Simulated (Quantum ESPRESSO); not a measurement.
Runs of Quantum ESPRESSO 7.5 on CuO (Tenorite). Symmetry: Cc, No. 9, monoclinic system. The conventional cell has a = 4.689 Å, b = 3.427 Å, c = 5.132 Å, α = 90.00°, β = 99.65°, γ = 90.00°. Cu (site symmetry 1) has 4 O at 1.91 to 2.02 Å as nearest neighbours. O (site symmetry 1) has 4 Cu at 1.91 to 2.02 Å as nearest neighbours. 

```csv
task,level,potentials or basis,cell,k mesh,cutoff (eV),gap on the mesh (eV),pressure (GPa),V0 of scaled cells (Å³/atom),B0 (GPa),largest force (eV/Å)
equation of state,PBE,SSSP 1.3 efficiency PBE,as given,10 × 10 × 5,748,-,-,(a),162,-
single point,PBE,SSSP 1.3 efficiency PBE,as given,10 × 10 × 5,748,none,5.4,-,-,0.77
single point,PBE,SSSP 1.3 efficiency PBE,"atoms moved at random, drawn with an rms of 0.05 Å",10 × 10 × 5,748,none,6.3,-,-,1.61
equation of state,PBEsol,GBRV 1.5 PBEsol,as given,7 × 7 × 4,762,-,-,10.07,(b),-
```

Alike in all rows: no spin polarisation; smearing fermi-dirac 0.05 eV.

Problem. Fill in the values left out.

Solution. (a) 10.51; (b) 185.

Caveats: the run has no spin polarisation, though such a crystal can be magnetic; the cell was scaled at fixed shape and fractional positions, which overstates the stiffness of a crystal with free parameters, most of all of layers and chains (some runs); semilocal functionals often make such compounds metallic where correlation or magnetic order opens a gap, which also shifts bond lengths (some runs).

A gap of «none» marks a metal or a gap under the smearing width.
